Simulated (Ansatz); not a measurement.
# Pb: the cost of one run

Method: DFT r2SCAN, scalar-relativistic, plane waves, PAW, in Ansatz 0.2.0.

5 further runs of the same task are left out: 5 set aside as unsound or not needed.

### 1 The starting structure

It takes space group Fm-3m (No. 225, cubic). Conventional cell: a = 4.950 Å, b = 4.950 Å, c = 4.950 Å, α = 90.00°, β = 90.00°, γ = 90.00°. Around Pb (site symmetry m-3m) lie 12 Pb at 3.50 Å.

Coordinates:

```
Pb
1.0
     0.00000    2.47502    2.47502
     2.47502    0.00000    2.47502
     2.47502    2.47502    0.00000
Pb
1
Direct
  0.00000 0.00000 0.00000
```

Source of the structure: the Crystallography Open Database.

(A quick probe on a coarse mesh, which set the mesh and smearing, is not shown.)

### 3 Relaxing cell and atoms

Contents of input.yaml:

```yaml
crystal:
  lattice:
    - [0.0, 2.47502, 2.47502]
    - [2.47502, 0.0, 2.47502]
    - [2.47502, 2.47502, 0.0]
  atoms:
    - { symbol: Pb, position: [0.0, 0.0, 0.0] }
basis:
  ecutwfc: 500
kpoints:
  mp_grid: { grid: [12, 12, 12] }
hamiltonian:
  xc: r2scan
scf:
  occupations: { method: gaussian, width: 0.1 }
output:
  forces: true
  stress: true
  eigenvalues: true
relax:
  adjacent_minimum: "off"
  f_tol: 0.02
  max_steps: 70
  cell: { stress_tol: 0.1 }
```

Started as:

```sh
$ ansatz run input.yaml --threads 2 --pin off --max-ram 5120MiB --backend cpu --events-out ev --progress --plain --runs-dir out
```

Q: Estimate wall time and peak memory on 2 threads of Intel Xeon Platinum 8488C (Sapphire Rapids), shared host.

About 4.4 s, with a peak of 0.47 GiB.
